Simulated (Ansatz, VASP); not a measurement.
**ZrC: VASP beside Ansatz**

The input INCAR:

```
  PREC = Accurate
  ENCUT = 520
  EDIFF = 1E-7
  ISMEAR = -1
  SIGMA = 0.05
  LREAL = F
  LASPH = T
  NELM = 100
  ALGO = Normal
  ISIF = 2
  LWAVE = F
  LCHARG = F
  GGA = PS
  NBANDS = 15
```

KPOINTS

```
regular mesh
0
Gamma
  10 10 10
```

Contents of POSCAR:

```
ZrC
1.0
    0.0000000000      2.3491270385      2.3491270385
    2.3491270385      0.0000000000      2.3491270385
    2.3491270385      2.3491270385      0.0000000000
Zr C
1 1
Direct
    0.5000000000      0.5000000000      0.5000000000
    0.0000000000      0.0000000000      0.0000000000
```

input.yaml

```yaml
crystal:
  lattice:
    - [0.0, 2.3491270385, 2.3491270385]
    - [2.3491270385, 0.0, 2.3491270385]
    - [2.3491270385, 2.3491270385, 0.0]
  atoms:
    - { symbol: Zr, position: [0.5, 0.5, 0.5] }
    - { symbol: C, position: [0.0, 0.0, 0.0] }
hamiltonian:
  xc: pbesol
  pseudopotentials: { kind: paw }
kpoints:
  mp_grid: { grid: [10, 10, 10] }
scf:
  occupations: { method: fermi_dirac, width: 0.05 }
output:
  forces: true
  stress: true
  eigenvalues: true
  write_density: true
  write_potential: true
  elf: true
  volumetric_format: npy
```

Change from the starting cell: volume scaled by 0.98.

Alike in both runs: task single point; functional PBEsol; k mesh 10 × 10 × 10; occupations fermi-dirac, width 0.05 eV; no spin polarisation.

|  | VASP | Ansatz |
| --- | --- | --- |
| version | VASP 6.6.1 | Ansatz 0.2.0 |
| potentials or method | VASP PAW PBE potentials, release 64 (Zr_sv, C) | Ansatz PAW |
| plane-wave cutoff (eV) | 520 | 420 |
| valence electrons in the cell | 16 | 16 |

|  | VASP | Ansatz | Ansatz less VASP |
| --- | --- | --- | --- |
| gap on the k mesh at the Fermi level (eV) | none | none | - |
| pressure (GPa) | -3.9 | -4.3 | -0.36 |

A gap of «none» marks a metal or a gap that the smearing closes.

Caveats: the PAW data sets were made with another functional, which shifts forces and pressure a little (VASP); the PAW data sets come from PBE, with cores solved anew for the run's functional, which leaves a small shift of forces and pressure (Ansatz).
